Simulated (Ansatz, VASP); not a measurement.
**Si: VASP beside Ansatz**

```
Si
1.0
     3.84720    0.00000    0.00000
    -1.92360    3.33177    0.00000
     0.00000    0.00000   18.44470
Si
4
Cartesian
  0.0000 2.2212 4.9723
  1.9236 1.1106 4.5000
  -2.8854 4.9977 9.6947
  -0.9618 3.8871 9.2223
```

Alike in both runs: task single point; functional PBE; dispersion D3(BJ); k mesh 9 × 9 × 1; occupations gaussian, width 0.1 eV; no spin polarisation.

|  | VASP | Ansatz |
| --- | --- | --- |
| version | VASP 6.6.1 | Ansatz 0.2.0 |
| potentials or method | VASP PAW PBE potentials, release 64 (Si) | scalar-relativistic, plane waves, PAW |
| plane-wave cutoff (eV) | 520 | 420 |
| valence electrons in the cell | 16 | 16 |

Ansatz gave:

| Quantity | Value |
| --- | --- |
| gap on the k mesh at the Fermi level (eV) | 0.37 |
| least direct gap on the mesh (eV) | 0.37 |
| rms of the force components (eV/Å) | 0.047 |

Q: What did VASP give for the same quantities?

A: gap on the k mesh at the Fermi level (eV): 0.37; least direct gap on the mesh (eV): 0.37; rms of the force components (eV/Å): 0.046.

Atom by atom the forces differ by 0.004 eV/Å (rms over components).
